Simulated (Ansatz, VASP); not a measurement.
# Si: VASP beside Ansatz

The input POSCAR:

```
Si
1.0
    0.0000000000      2.7218511865      2.7218511865
    2.7218511865      0.0000000000      2.7218511865
    2.7218511865      2.7218511865      0.0000000000
Si
2
Direct
    0.5000000000      0.5000000000      0.5000000000
    0.7500000000      0.7500000000      0.7500000000
```

Contents of INCAR.step1:

```
SYSTEM = Si
PREC = Accurate ; ENCUT = 600
EDIFF = 1E-5 ; ISMEAR = -1
SIGMA = 0.05 ; LREAL = .False.
LASPH = .True. ; NELM = 100
ALGO = Normal ; LWAVE = .True.
LCHARG = .False. ; GGA = PE
```

File INCAR.step2:

```
SYSTEM = Si
PREC = Accurate ; ENCUT = 600
EDIFF = 1E-6 ; ISMEAR = -1
SIGMA = 0.05 ; LREAL = .False.
LASPH = .True. ; NELM = 100
ALGO = Normal ; ISIF = 3
LWAVE = .False. ; LCHARG = .False.
GGA = B3 ; LHFCALC = .True.
AEXX = 0.2 ; AGGAX = 0.72
AGGAC = 0.81 ; ALDAC = 0.19
PRECFOCK = Normal ; HFRCUT = -1
IBRION = 2 ; NSW = 60
EDIFFG = -0.01 ; ISTART = 1
```

File KPOINTS:

```
Automatic mesh
0
Gamma
  4 4 4
  0 0 0
```

The input input.yaml:

```yaml
crystal:
  lattice:
    - [0.0, 2.7218511865, 2.7218511865]
    - [2.7218511865, 0.0, 2.7218511865]
    - [2.7218511865, 2.7218511865, 0.0]
  atoms:
    - { symbol: Si, position: [0.5, 0.5, 0.5] }
    - { symbol: Si, position: [0.75, 0.75, 0.75] }
hamiltonian:
  xc: b3lyp
  pseudopotentials: { kind: paw }
kpoints:
  mp_grid: { grid: [4, 4, 4] }
scf:
  occupations: { method: fermi_dirac, width: 0.05 }
output:
  forces: true
  stress: true
  write_density: true
  write_potential: true
  elf: true
  volumetric_format: npy
relax:
  f_tol: 0.01
  max_steps: 40
  cell: { stress_tol: 0.05 }
```

Alike in both runs: task relaxation of cell and atoms; functional B3LYP; k mesh 4 × 4 × 4; occupations fermi-dirac, width 0.05 eV; no spin polarisation.

```csv
,VASP,Ansatz
version,VASP 6.6.1,Ansatz 0.2.0
potentials or method,"VASP PAW PBE potentials, release 64 (Si)",Ansatz PAW
plane-wave cutoff (eV),600,420
valence electrons in the cell,8,8
```

|  | VASP | Ansatz | Ansatz less VASP |
| --- | --- | --- | --- |
| gap on the k mesh at the Fermi level, each at its own relaxed structure (eV) | 2.06 | 2.04 | -0.024 |
| relaxed volume (Å³/atom) | 20.70 | 20.73 | +0.025 |
| relaxed cell length with the largest relative difference (Å) | 3.883 | 3.885 | +0.0016 |
| energy change over the relaxation (meV/atom) | -4 | -5 | -0.5 |

Caveats: the k mesh is coarse (spacing up to 0.50 Å⁻¹), so the values aren't converged, least of all with exact exchange; the PAW data sets were made with another functional, which shifts forces and pressure a little (VASP); the plane-wave basis is chosen anew once the cell has moved, so the energies of steps on either side of that aren't comparable (Ansatz); the PAW data sets come from PBE, with cores solved anew for the run's functional, which leaves a small shift of forces and pressure (Ansatz). A k mesh can miss the band edges.
